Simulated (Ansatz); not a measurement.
Theory: Ansatz 0.2.0, DFT PBE, scalar-relativistic, plane waves, PAW. Settings: cutoff 420 eV, Γ-centred meshes spaced at most about 0.3 Å⁻¹ (2π included), Gaussian smearing. No spin polarisation in the final relaxations.

All energies are static (0 K, no zero-point motion). All come from trial cells, and lower structures may exist.

Problem. Order these relaxed structures of LiF by energy, lowest first, with the energy over the lowest of them.
1. Space group C222 (No. 21), orthorhombic, a = 2.961 Å, b = 5.136 Å, c = 7.363 Å. Around Li on a site of symmetry 2 lie 4 F at 1.92 Å; Li on a site of symmetry 222 has 4 F at 1.92 Å; F on a site of symmetry 2 is surrounded by 4 Li at 1.92 Å; F on a site of symmetry 222 has 4 Li at 1.92 Å.
2. Space group Fm-3m (No. 225), cubic, a = 4.069 Å. Around Li lie 6 F at 2.03 Å; F has 6 Li at 2.03 Å.

Solution. 2 (0 meV/atom), 1 (58 meV/atom). Forms: 2 rock salt type, Fm-3m; 1 C222. Counting F atoms around Li (those within 1.25 times the shortest such distance or 1.15 times the sum of covalent radii): cell 2 has Li 6; cell 1 has Li 4.

Cells relaxed within their symmetry can be saddle points. The Fm-3m cell of LiF came from shaking the C222 one. The part of the Crystallography Open Database at hand lists LiF in space group No. 225; sharing a group (Fm-3m) doesn't make a cell the listed structure. Some candidate types were left out of the draw beforehand, so a known form may be missing.
